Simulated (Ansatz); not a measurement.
# InSb: the cost of one run

Computed with Ansatz 0.2.0 (DFT PBE, scalar-relativistic, plane waves, PAW, unless a step's input says otherwise).

5 further runs of the same task are left out: 2 that didn't finish, 3 set aside as unsound or not needed.

**1. The system as given**

The structure is cubic, space group F-43m (No. 216). Conventional cell: a = 6.635 Å, b = 6.635 Å, c = 6.635 Å, α = 90.00°, β = 90.00°, γ = 90.00°. Around In (site symmetry -43m) lie 4 Sb at 2.87 Å. Sb (site symmetry -43m) has 4 In at 2.87 Å as nearest neighbours.

As a file:

```xyz
2
Lattice="0.0000 3.3174 3.3174 3.3174 0.0000 3.3174 3.3174 3.3174 0.0000" Properties=species:S:1:pos:R:3 pbc="T T T"
In    0.0000    0.0000    0.0000
Sb    4.9761    4.9761    4.9761
```

It is the result of an earlier relaxation at this level (volume 36.51 Å³/atom; gap on the mesh: none (metal)).

**2. Relaxing to 0.001 eV/Å, with the smearing for a metal**

The response runs start from a cell at rest, found with their own mesh and filling of the bands.

Input file input.yaml:

```yaml
crystal:
  lattice:
    - [0.0, 3.317424994, 3.317424994]
    - [3.317424994, 0.0, 3.317424994]
    - [3.317424994, 3.317424994, 0.0]
  atoms:
    - { symbol: In, position: [0.0, 0.0, 0.0] }
    - { symbol: Sb, position: [0.75, 0.75, 0.75] }
basis:
  ecutwfc: 420
kpoints:
  mp_grid: { grid: [12, 12, 12] }
hamiltonian:
  xc: pbe
scf:
  occupations: { method: fermi_dirac, width: 0.15 }
output:
  forces: true
  stress: true
  eigenvalues: true
relax:
  adjacent_minimum: "off"
  f_tol: 0.001
  max_steps: 60
  cell: { stress_tol: 0.01 }
```

On the command line:

```console
> ansatz run input.yaml --threads 1 --pin off --max-ram 3072MiB --backend cpu --events-out ev --progress --plain --runs-dir out
```

What time and memory should one allow on 1 thread of Arm Neoverse V1, shared host?

About 45 s, with a peak of 0.42 GiB.
